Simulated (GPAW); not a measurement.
TiSe:

```
CELL_PARAMETERS angstrom
3.20359 0.00000 0.00000
0.00000 3.20359 0.00000
0.00000 0.00000 3.20359
ATOMIC_POSITIONS crystal
Ti 0.00000 0.00000 0.00000
Se 0.50000 0.50000 0.50000
```

The cell was built by a generator and needn't be a form met in nature.

```yaml
Program: GPAW 26.7.0
Task: relaxation of cell and atoms
Functional: AM05
Potentials_or_basis: PAW data sets generated in the run's folder for this functional
Cutoff: 600 eV
Basis: pw
k_mesh: 7 × 7 × 7
Occupations: fermi-dirac, width 0.05 eV
Spin: no spin polarisation
```

At the start: pressure -6.0 GPa; volume 16.44 Å³/atom.

Q: Where does the relaxation end?

A: Over 4 steps the energy falls by 13.1 meV/atom and the volume is 15.64 Å³/atom (-4.9 %); space group Pm-3m (No. 221, to 0.05 Å).

Step by step:
```
step  energy change (eV)  largest force (eV/Å)  pressure (GPa)  volume (Å³)
   1              0.0000                0.0000           -5.95        32.88
   2             -0.0126                0.0000           -4.52        32.45
   3             -0.0259                0.0000            0.33        31.20
   4             -0.0262                0.0000           -0.02        31.28
```

Final structure:
```xyz
2
Lattice="3.1509 0.0000 0.0000 0.0000 3.1509 0.0000 0.0000 0.0000 3.1509" Properties=species:S:1:pos:R:3 pbc="T T T"
Ti    0.0000    0.0000    0.0000
Se    1.5755    1.5755    1.5755
```

Caveat: later steps reuse the first step's grids.
